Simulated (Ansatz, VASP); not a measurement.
**GaSb: VASP beside Ansatz**

File POSCAR:

```
GaSb
1.0
    0.0000000000      3.0522836535      3.0522836535
    3.0522836535      0.0000000000      3.0522836535
    3.0522836535      3.0522836535      0.0000000000
Ga Sb
1 1
Direct
    0.0000000000      0.0000000000      0.0000000000
    0.7500000000      0.7500000000      0.7500000000
```

The input INCAR.step1:

```
ALGO = Normal ; EDIFF = 1E-4
ENCUT = 520 ; GGA = PE
ISMEAR = 0 ; LASPH = T
LCHARG = F ; LREAL = F
LWAVE = T ; NBANDS = 16
NELM = 80 ; PREC = Accurate
SIGMA = 0.05
```

The input INCAR.step2:

```
ALGO = Normal ; EDIFF = 1E-6
ENCUT = 520 ; ISIF = 2
ISMEAR = 0 ; ISTART = 1
IVDW = 13 ; LASPH = T
LCHARG = F ; LMIXTAU = T
LREAL = F ; LWAVE = F
METAGGA = R2SCAN ; NBANDS = 16
NELM = 80 ; PREC = Accurate
SIGMA = 0.05 ; VDW_A1 = 0.51559235
VDW_A2 = 5.77342911 ; VDW_S6 = 1.0
VDW_S8 = 0.6018749
```

Contents of KPOINTS:

```
k-points
0
Gamma
  6 6 6
```

Input for Ansatz:

```yaml
crystal:
  lattice:
    - [0.0, 3.0522836535, 3.0522836535]
    - [3.0522836535, 0.0, 3.0522836535]
    - [3.0522836535, 3.0522836535, 0.0]
  atoms:
    - { symbol: Ga, position: [0.0, 0.0, 0.0] }
    - { symbol: Sb, position: [0.75, 0.75, 0.75] }
basis:
  ecutwfc: 500
  ecutrho_ratio: 4
kpoints:
  mp_grid: { grid: [6, 6, 6] }
hamiltonian:
  xc: r2scan
  dispersion: d4
scf:
  occupations: { method: gaussian, width: 0.05 }
output:
  forces: true
  stress: true
  eigenvalues: true
```

Alike in both runs: task single point; functional r2SCAN; dispersion D4; k mesh 6 × 6 × 6; occupations gaussian, width 0.05 eV; no spin polarisation.

|  | VASP | Ansatz |
| --- | --- | --- |
| version | VASP 6.6.1 | Ansatz 0.2.0 |
| potentials or method | VASP PAW PBE potentials, release 64 (Ga_d, Sb) | scalar-relativistic, plane waves, PAW |
| plane-wave cutoff (eV) | 520 | 500 |
| valence electrons in the cell | 18 | 28 |

|  | VASP | Ansatz | Ansatz less VASP |
| --- | --- | --- | --- |
| gap on the k mesh at the Fermi level (eV) | 0.50 | 0.52 | +0.016 |
| least direct gap on the mesh (eV) | 0.50 | 0.52 | +0.016 |
| pressure (GPa) | 0.1 | 0.0 | -0.10 |
| dispersion energy (meV/atom) | -142.8 | -143.0 | -0.20 |

The two sets of potentials don't hold the same shells in valence.

Caveats: the PAW data sets were made with another functional, which shifts forces and pressure a little (VASP); spin-orbit coupling is left out, which moves the levels of the heavy elements.
